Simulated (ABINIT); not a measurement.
# AlP (F-43m): G0W0 with ABINIT, start to end, part 2 of 3

Wanted: ground state, empty states, screening and self-energy for AlP (F-43m).

ABINIT 10.8.3; PBE and many-body steps on it, plane waves. Known limits of the many-body steps: not at the basis limit; coarse k mesh.

So far. Step 2 (Ground state): The gap is indirect, with the least direct gap 1.76 eV higher.

The database entry behind the starting cell differs from later determinations by our own check (0.1 to 0.3 % short, probably kX units), so it need not match the best structure at ambient conditions.

### Step 3. Bands along the symmetry lines

Level of this step: DFT, PBE, plane waves, norm-conserving pseudopotentials (ABINIT).

Levels along a band path, at the cheap level, show where the edges lie and whether the meshes to come will hold them.

run.abi

```
acell 3*1.0 Angstrom
rprim 
  -0.000000000000 2.725500000000 2.725500000000
  2.725500000000 -0.000000000000 2.725500000000
  2.725500000000 2.725500000000 -0.000000000000
ntypat 2
znucl 13 15
natom 2
typat 1 2
xred 
  0.000000000000 0.000000000000 0.000000000000
  0.250000000000 0.250000000000 0.250000000000
pp_dirpath "pseudos"
pseudos "Al.upf, P.upf"
ecut 18
iscf -2
irdden 1
kptopt 0
nkpt 50
kpt 
  0.00000000 0.00000000 0.00000000
  -0.06250000 -0.06250000 0.00000000
  -0.12500000 -0.12500000 0.00000000
  -0.18750000 -0.18750000 0.00000000
  -0.25000000 -0.25000000 0.00000000
  -0.31250000 -0.31250000 0.00000000
  -0.37500000 -0.37500000 0.00000000
  -0.43750000 -0.43750000 0.00000000
  -0.50000000 -0.50000000 0.00000000
  -0.48437500 -0.48437500 0.03125000
  -0.46875000 -0.46875000 0.06250000
  -0.45312500 -0.45312500 0.09375000
  -0.43750000 -0.43750000 0.12500000
  -0.42187500 -0.42187500 0.15625000
  -0.40625000 -0.40625000 0.18750000
  -0.39062500 -0.39062500 0.21875000
  -0.37500000 -0.37500000 0.25000000
  -0.37500000 0.00000000 0.37500000
  -0.32812500 0.00000000 0.32812500
  -0.28125000 0.00000000 0.28125000
  -0.23437500 0.00000000 0.23437500
  -0.18750000 0.00000000 0.18750000
  -0.14062500 0.00000000 0.14062500
  -0.09375000 0.00000000 0.09375000
  -0.04687500 0.00000000 0.04687500
  0.00000000 0.00000000 0.00000000
  0.00000000 0.00000000 0.06250000
  0.00000000 0.00000000 0.12500000
  0.00000000 0.00000000 0.18750000
  0.00000000 0.00000000 0.25000000
  0.00000000 0.00000000 0.31250000
  0.00000000 0.00000000 0.37500000
  0.00000000 0.00000000 0.43750000
  0.00000000 0.00000000 0.50000000
  -0.06250000 -0.03125000 0.46875000
  -0.12500000 -0.06250000 0.43750000
  -0.18750000 -0.09375000 0.40625000
  -0.25000000 -0.12500000 0.37500000
  -0.31250000 -0.15625000 0.34375000
  -0.37500000 -0.18750000 0.31250000
  -0.43750000 -0.21875000 0.28125000
  -0.50000000 -0.25000000 0.25000000
  -0.50000000 -0.28125000 0.21875000
  -0.50000000 -0.31250000 0.18750000
  -0.50000000 -0.34375000 0.15625000
  -0.50000000 -0.37500000 0.12500000
  -0.50000000 -0.40625000 0.09375000
  -0.50000000 -0.43750000 0.06250000
  -0.50000000 -0.46875000 0.03125000
  -0.50000000 -0.50000000 0.00000000
istwfk *1
nband 11
nbdbuf 2
tolwfr 1e-08
nstep 40
prtwf 0
prtvol 0
indata_prefix "in"
outdata_prefix "out"
tmpdata_prefix "tmp"
```

Run with:

```bash
$ OMP_NUM_THREADS=1 mpirun -n 8 abinit run.abi > log
```

Numbers of over 12 decimals in the logs are rounded to 6 here.

The log of the run:

```text
.Version 10.8.3 of ABINIT. v10.8.2 released Aug 2026.

 Symmetries : space group F-4 3 m (#216); Bravais cF (face-center cubic)
[... echo of the input left out ...]
== DATASET  1 ==================================================================
-   mpi_nproc: 8, omp_nthreads: 1 (-1 if OMP is not activated)

--- !DatasetInfo
iteration_state: {dtset: 1, }
dimensions: {natom: 2, nkpt: 50, mband: 11, nsppol: 1, nspinor: 1, nspden: 1, mpw: 1010, }
cutoff_energies: {ecut:  18.0, pawecutdg:  -1.0, }
electrons: {nelect:   8.00000000E+00, charge:   0.00000000E+00, occopt:   1.00000000E+00, tsmear:   1.00000000E-02, }

 Real(R)+Recip(G) space primitive vectors, cartesian coordinates (Bohr,Bohr^-1):
 R(1)=  0.0000000  5.1504486  5.1504486  G(1)= -0.0970789  0.0970789  0.0970789
 R(2)=  5.1504486  0.0000000  5.1504486  G(2)=  0.0970789 -0.0970789  0.0970789
 R(3)=  5.1504486  5.1504486  0.0000000  G(3)=  0.0970789  0.0970789 -0.0970789
 Unit cell volume ucvol=  2.7325314E+02 bohr^3
 Angles (23,13,12)=  6.00000000E+01  6.00000000E+01  6.00000000E+01 degrees

 getcut: wavevector=  0.0000  0.0000  0.0000  ngfft=  30  30  30
         ecut(hartree)=     18.000   => boxcut(ratio)=   2.15895

--- Pseudopotential description ------------------------------------------------
- Al Generated using ONCVPSP code by D. R. Hamann
- 13.00000   3.00000  171031                  znucl, zion, pspdat
12 -101130 2 -1 1876                          pspcod,pspxc,lmax,lloc,mmax
     nproj     2     2     2
  pspatm : epsatm=    4.08140545
         --- l  ekb(1:nproj) -->
             0    5.126667    0.728291
             1    7.287548    0.832437
             2   -2.770497   -0.637722
 pspatm: atomic psp has been read  and splines computed

- P Generated using ONCVPSP code by D. R. Hamann
- 15.00000   5.00000  171031                  znucl, zion, pspdat
12 -101130 2 -1 1298                          pspcod,pspxc,lmax,lloc,mmax
     nproj     2     2     2
  pspatm : epsatm=    8.05910421
         --- l  ekb(1:nproj) -->
[...]
pspatm: atomic psp has been read  and splines computed

--------------------------------------------------------------------------------

================================================================================
 prteigrs : about to open file out_EIG
 Non-SCF case, kpt    1 (  0.00000  0.00000  0.00000), residuals and eigenvalues=
  5.81E-09  2.58E-09  3.60E-09  4.92E-09  3.81E-09  4.64E-09  5.97E-09  2.80E-09
[...]
-2.8161E-01  1.4241E-01  1.4241E-01  1.4241E-01  2.6461E-01  3.1015E-01
  3.1015E-01  3.1015E-01  4.6655E-01  4.6655E-01  5.2201E-01
 Non-SCF case, kpt    2 ( -0.06250 -0.06250  0.00000), residuals and eigenvalues=
  8.01E-09  4.99E-09  1.60E-09  3.31E-09  7.33E-09  7.34E-09  8.38E-09  7.14E-09
[...]
-2.7946E-01  1.2963E-01  1.3739E-01  1.3739E-01  2.7813E-01  3.0370E-01
[...]
9.22E-09  1.89E-09  4.92E-09  4.34E-09  1.48E-09  4.70E-09  6.52E-09  8.11E-09
[...]
-2.7310E-01  1.0154E-01  1.2494E-01  1.2494E-01  2.8761E-01  3.0481E-01
  3.3918E-01  3.3918E-01  4.1547E-01  4.7741E-01  5.6184E-01
[...]
Non-SCF case, kpt   49 ( -0.50000 -0.46875  0.03125), residuals and eigenvalues=
[...]
-1.9490E-01 -5.2884E-02  6.3010E-02  6.3351E-02  2.0278E-01  2.3606E-01
  5.4004E-01  5.4789E-01  5.6433E-01  5.8346E-01  6.0593E-01
 Non-SCF case, kpt   50 ( -0.50000 -0.50000  0.00000), residuals and eigenvalues=
[...]
-1.9497E-01 -5.3302E-02  6.4663E-02  6.4663E-02  1.9988E-01  2.3311E-01
  5.5018E-01  5.5018E-01  5.8566E-01  5.8566E-01  5.8696E-01

--- !ResultsGS
iteration_state: {dtset: 1, }
comment   : Summary of ground state results
lattice_vectors:
- [ -0.0000000,   5.1504486,   5.1504486, ]
- [  5.1504486,  -0.0000000,   5.1504486, ]
- [  5.1504486,   5.1504486,  -0.0000000, ]
lattice_lengths: [   7.28383,    7.28383,    7.28383, ]
lattice_angles: [ 60.000,  60.000,  60.000, ] # degrees, (23, 13, 12)
lattice_volume:   2.7325314E+02
convergence: {deltae:  0.000E+00, res2:  0.000E+00, residm:  9.993E-09, diffor:  0.000E+00, }
etotal    :  -9.28807401E+00
entropy   :   0.00000000E+00
fermie    :   1.42408811E-01
cartesian_stress_tensor: null
pressure_GPa: null
xred      :
- [  0.0000E+00,   0.0000E+00,   0.0000E+00, Al]
- [  2.5000E-01,   2.5000E-01,   2.5000E-01,  P]
cartesian_forces: null
force_length_stats: {min: null, max: null, mean: null, }

 Integrated electronic density in atomic spheres:
 ------------------------------------------------
 Atom  Sphere_radius  Integrated_density
[...]
================================================================================

 ----iterations are completed or convergence reached----

 Mean square residual over all n,k,spin=   50.863E-10; max=  99.925E-10
 reduced coordinates (array xred) for    2 atoms
[...]
cartesian coordinates (angstrom) at end:
    1      0.000000     0.000000     0.000000
    2      1.362750     1.362750     1.362750
 length scales=  1.889726125908  1.889726125908  1.889726125908 bohr
              =  1.000000000000  1.000000000000  1.000000000000 angstroms
 prteigrs : about to open file out_EIG
 Eigenvalues (hartree) for nkpt=  50  k points:
 kpt#   1, nband= 11, wtk=  1.00000, kpt=  0.0000  0.0000  0.0000 (reduced coord)
[...]
kpt#   2, nband= 11, wtk=  1.00000, kpt= -0.0625 -0.0625  0.0000 (reduced coord)
[...]
kpt#   3, nband= 11, wtk=  1.00000, kpt= -0.1250 -0.1250  0.0000 (reduced coord)
[...]
kpt#  49, nband= 11, wtk=  1.00000, kpt= -0.5000 -0.4687  0.0313 (reduced coord)
  -0.19490   -0.05288    0.06301    0.06335    0.20278    0.23606    0.54004    0.54789
   0.56433    0.58346    0.60593
 kpt#  50, nband= 11, wtk=  1.00000, kpt= -0.5000 -0.5000  0.0000 (reduced coord)
  -0.19497   -0.05330    0.06466    0.06466    0.19988    0.23311    0.55018    0.55018
   0.58566    0.58566    0.58696

== END DATASET(S) ==============================================================
================================================================================

 -outvars: echo values of variables after computation  --------
            nband          11
             nkpt          50
          spgroup         216
 [... the other variables as echoed above ...]

 Calculation completed.
```

Run time: 3 s. Hardware: 8 MPI ranks of Arm Neoverse V2, shared host; peak memory 0.07 GiB.

Numbers from this step:

```
gap                        : 1.564 eV
k of the valence top       : 0, 0, 0
k of the conduction bottom : -0.5, -0.5, 0
least direct gap           : 3.325 eV
```

The gap is 1.564 eV, as in the run before at this level.

Electronic bands along the path, in eV, zero at the top of the highest filled band; v1 is the highest filled band, c1 the lowest empty one:

```tsv
point	v4	v3	v2	v1	c1	c2	c3	c4
Γ	-11.54	0.00	0.00	0.00	3.33	4.56	4.56	4.56
halfway	-10.65	-2.89	-1.30	-1.30	2.86	4.09	7.09	7.09
X	-9.18	-5.33	-2.12	-2.12	1.56	2.47	11.10	11.10
halfway	-9.17	-5.24	-2.69	-2.02	1.94	3.20	9.98	10.33
U	-9.21	-5.04	-3.44	-1.74	2.43	5.12	8.47	8.76
jump to K	-9.21	-5.04	-3.44	-1.74	2.43	5.12	8.47	8.76
halfway	-10.57	-3.44	-1.95	-0.42	4.31	5.27	5.50	6.21
Γ	-11.54	0.00	0.00	0.00	3.33	4.56	4.56	4.56
halfway	-10.88	-3.19	-0.44	-0.44	3.34	5.15	5.15	6.96
L	-9.85	-5.55	-0.77	-0.77	2.83	4.82	4.82	8.28
halfway	-9.53	-5.19	-2.61	-1.49	3.95	4.54	6.90	7.72
W	-9.13	-4.93	-3.19	-2.83	4.32	5.96	6.15	6.39
halfway	-9.16	-5.16	-2.67	-2.52	2.65	3.59	8.67	9.04
X	-9.18	-5.33	-2.12	-2.12	1.56	2.47	11.10	11.10
```

The electronic bands as a text plot (rows in eV, shown from -8.0 to 7.2 only):

```
    6.9 |    +++            ++              +         ++++ +
    6.2 |    +             +  +++++        +         +   ++
    5.6 |  ++                 +++  ++               +    + +
    5.0 | +  +            +     ++++++   +++++++++++   ++   +
    4.3 |++++ ++         +      +++++++++           ++++++++
    3.7 | ++++  ++      +   ++++     +  ++++        +++     ++
    3.1 |+    ++  +    +   +          ++    ++++++++          ++
    2.4 |       ++ ++++  ++                                  ++ +
    1.8 |         +++++++                                      ++
    1.2 |
    0.5 |
   -0.1 |**                      ***********
   -0.7 |  ***                ***  ***      *********
   -1.4 |  ** ****         ***   ****    **         ***
   -2.0 |    *    *********     *          *         * **      **
   -2.6 |     **       **     ** **                   *  ******
   -3.3 |                *****  *           *          ******
   -3.9 |       **            **             **
   -4.5 |         *         **                 *
   -5.2 |          *********                    *   *************
   -5.8 |                                        ***
   -6.4 |
   -7.1 |
   -7.7 |
         Γ           X  U|K            Γ         L        W     X
```

### Step 4. Empty states on the mesh, 4×4×4 mesh, 103 bands

The sums over transitions need many empty states on a uniform mesh; this step solves for them.

run.abi

```
acell 3*1.0 Angstrom
rprim 
  -0.000000000000 2.725500000000 2.725500000000
  2.725500000000 -0.000000000000 2.725500000000
  2.725500000000 2.725500000000 -0.000000000000
ntypat 2
znucl 13 15
natom 2
typat 1 2
xred 
  0.000000000000 0.000000000000 0.000000000000
  0.250000000000 0.250000000000 0.250000000000
pp_dirpath "pseudos"
pseudos "Al.upf, P.upf"
ecut 18
ngkpt 4 4 4
nshiftk 1
shiftk 0 0 0
kptopt 1
chksymbreak 0
irdden 1
istwfk *1
nband 103
prtvol 0
optdriver 6
gwr_task "HDIAGO"
paral_kgb 0
occopt 1
indata_prefix "in"
outdata_prefix "out"
tmpdata_prefix "tmp"
```

The log of the run:

```text
[banner, memory and clock lines left out]
.Version 10.8.3 of ABINIT. v10.8.2 released Aug 2026.

 Symmetries : space group F-4 3 m (#216); Bravais cF (face-center cubic)
[... echo of the input left out ...]
== DATASET  1 ==================================================================
-   mpi_nproc: 8, omp_nthreads: 1 (-1 if OMP is not activated)

--- !DatasetInfo
iteration_state: {dtset: 1, }
dimensions: {natom: 2, nkpt: 8, mband: 103, nsppol: 1, nspinor: 1, nspden: 1, mpw: 1008, }
cutoff_energies: {ecut:  18.0, pawecutdg:  -1.0, }
electrons: {nelect:   8.00000000E+00, charge:   0.00000000E+00, occopt:   1.00000000E+00, tsmear:   1.00000000E-02, }

.Using double precision arithmetic; gwpc =  8

- Reading GS density from: in_DEN

--- Pseudopotential description ------------------------------------------------
- Al Generated using ONCVPSP code by D. R. Hamann
- 13.00000   3.00000  171031                  znucl, zion, pspdat
12 -101130 2 -1 1876                          pspcod,pspxc,lmax,lloc,mmax
     nproj     2     2     2
  pspatm : epsatm=    4.08140545
         --- l  ekb(1:nproj) -->
             0    5.126667    0.728291
             1    7.287548    0.832437
             2   -2.770497   -0.637722
 pspatm: atomic psp has been read  and splines computed

- P Generated using ONCVPSP code by D. R. Hamann
- 15.00000   5.00000  171031                  znucl, zion, pspdat
12 -101130 2 -1 1298                          pspcod,pspxc,lmax,lloc,mmax
     nproj     2     2     2
  pspatm : epsatm=    8.05910421
         --- l  ekb(1:nproj) -->
             0    6.598722    1.052341
             1    3.369366    0.884600
             2   -3.154982   -0.827415
 pspatm: atomic psp has been read  and splines computed

   9.71240773E+01                                ecore*ucvol(ha*bohr**3)

 Total charge density [el/Bohr^3]
)     Maximum=    1.2349E-01  at reduced coord.    0.1667    0.2000    0.4667
)     Minimum=    1.5260E-03  at reduced coord.    0.0000    0.0000    0.0000
   Integrated=    8.0000E+00

 === KS gaps after direct diagonalization ===
 Indirect band gap semiconductor
 Fundamental gap:     1.564 (eV)
   VBM:     3.875 (eV) at k: [ 0.0000E+00,  0.0000E+00,  0.0000E+00]
   CBM:     5.439 (eV) at k: [ 5.0000E-01,  5.0000E-01,  0.0000E+00]
 Direct gap:         3.325 (eV) at k: [ 0.0000E+00,  0.0000E+00,  0.0000E+00]

== END DATASET(S) ==============================================================

 -outvars: echo values of variables after computation  --------
           etotal      0.0000000000E+00
            nband         103
             nkpt           8
          spgroup         216
 [... the other variables as echoed above ...]

 Calculation completed.
```

It took 3 s on 8 MPI ranks; peak memory 0.12 GiB; 23 s of CPU time.

This step gave:

```yaml
gap: 1.564 eV
k_of_the_valence_top: 0, 0, 0
k_of_the_conduction_bottom: 0.5, 0.5, 0
least_direct_gap: 3.325 eV
k_points_computed: 8
lowest_point_of_the_top_converged_band_above_the_valence_top: 88.5455 eV
```

On this mesh the gap is 1.564 eV.

### Step 5. Screening, 4×4×4 mesh, 95 bands, screening to 163.3 eV

The RPA dielectric matrix is built and inverted for each q.

This step: RPA screening on PBE, plane waves, norm-conserving pseudopotentials.

run.abi: that of step 4 with these lines changed.

```diff
@@ -20,10 +20,11 @@
 chksymbreak 0
-irdden 1
 istwfk *1
-nband 103
-prtvol 0
-optdriver 6
-gwr_task "HDIAGO"
-paral_kgb 0
 occopt 1
+irdwfk 1
+optdriver 3
+nband 95
+ecuteps 6
+inclvkb 2
+awtr 1
+symchi 1
 indata_prefix "in"
```

The log of the run:

```text
.Version 10.8.3 of ABINIT. v10.8.2 released Aug 2026.

 Symmetries : space group F-4 3 m (#216); Bravais cF (face-center cubic)
[... echo of the input left out ...]
== DATASET  1 ==================================================================
-   mpi_nproc: 8, omp_nthreads: 1 (-1 if OMP is not activated)

--- !DatasetInfo
iteration_state: {dtset: 1, }
dimensions: {natom: 2, nkpt: 8, mband: 95, nsppol: 1, nspinor: 1, nspden: 1, mpw: 1008, }
cutoff_energies: {ecut:  18.0, pawecutdg:  -1.0, }
electrons: {nelect:   8.00000000E+00, charge:   0.00000000E+00, occopt:   1.00000000E+00, tsmear:   1.00000000E-02, }

 SCREENING: Calculation of the susceptibility and dielectric matrices

 Based on a program developped by R.W. Godby, V. Olevano, G. Onida, and L. Reining.
 Incorporated in ABINIT by V. Olevano, G.-M. Rignanese, and M. Torrent.
.Using double precision arithmetic ; gwpc =  8

[... cell and pseudopotentials left out ...]
--------------------------------------------------------------------------------

 ==== K-mesh for the wavefunctions ====
 Number of points in the irreducible wedge :     8
[... list of points left out ...]
 Together with 24 symmetry operations and time-reversal symmetry
 yields    64 points in the full Brillouin Zone.

 ==== Q-mesh for the screening function ====
 Number of points in the irreducible wedge :     8
[... list of points left out ...]
 Together with 24 symmetry operations and time-reversal symmetry
 yields    64 points in the full Brillouin Zone.

 setmesh: FFT mesh size selected  =    24x   24x   24
          total number of points  =        13824

 vcoul_init : cutoff-mode = AUXILIARY_FUNCTION
 q-points for optical limit:   1
     1)      0.000010    0.000020    0.000030

- screening: taking advantage of time-reversal symmetry
- Maximum band index for partially occupied states nbvw = 4
- Remaining bands to be divided among processors   nbcw = 91
- Number of bands treated by each node ~11

 Number of electrons calculated from density =    8.0000; Expected =    8.0000
 average of density, n =  0.029277
 r_s =    2.0128
 omega_plasma =   16.5051 [eV]

 calculating chi0 at frequencies [eV] :
  1    0.000000E+00    0.000000E+00
  2    0.000000E+00    1.650509E+01

--------------------------------------------------------------------------------
  q-point number  1        q = ( 0.000000, 0.000000, 0.000000) [r.l.u.]
--------------------------------------------------------------------------------
[... chi0 elements left out ...]
 For q-point:  0.000010 0.000020 0.000030
  dielectric constant =  10.6997
  dielectric constant without local fields =  12.1867

  Average fulfillment of the sum rule on Im[epsilon] for q-point    1 :     87.47  [%]
[... wings left out ...]
  q-point number  2        q = ( 0.250000, 0.000000, 0.000000) [r.l.u.]
--------------------------------------------------------------------------------
[... chi0 elements left out ...]
  Average fulfillment of the sum rule on Im[epsilon] for q-point    2 :     90.99  [%]

 [... 6 further q-points ...]
```

Wall time 4.3 s (8 MPI ranks); peak memory 0.73 GiB.

This step gave:

| Item | Value |
| --- | --- |
| ε∞ with local fields, on this mesh, along the program's q direction | 10.70 |
| the same without local fields | 12.19 |
| plasma frequency | 16.51 eV |
| plane waves in the screening matrix | 181 |

Local fields lower ε∞ by 12 %. On a Γ-centred mesh this coarse the value itself is usually too large, while a short band sum pulls it down.

[end of part 2 of 3]

[Paths, hosts, dates, memory and timing lines, banners, echoed tables and standing remarks are left out of the program output.]

[Logs are printed without paths, hosts, clocks, repeated set-up lines and the standing remarks that a program may print on its own settings, such as how far it seeks lower states.]

[Runs of the session that timed out or met a known fault of the program may be left out.]

[Hosts, paths, dates, database ids (printed as entryN), source tags and the programs' standing remarks are cut or masked in the printed files.]

[G0W0 gaps are taken among the corrected bands and points alone; a level outside them can change the order at an edge.]

[Where Ansatz stands beside ABINIT at settings called matched, ABINIT's density can come from a denser mesh and the files from another edition; pairs whose starting gaps differed by over 0.03 eV were left out, so agreement reads better than it is.]
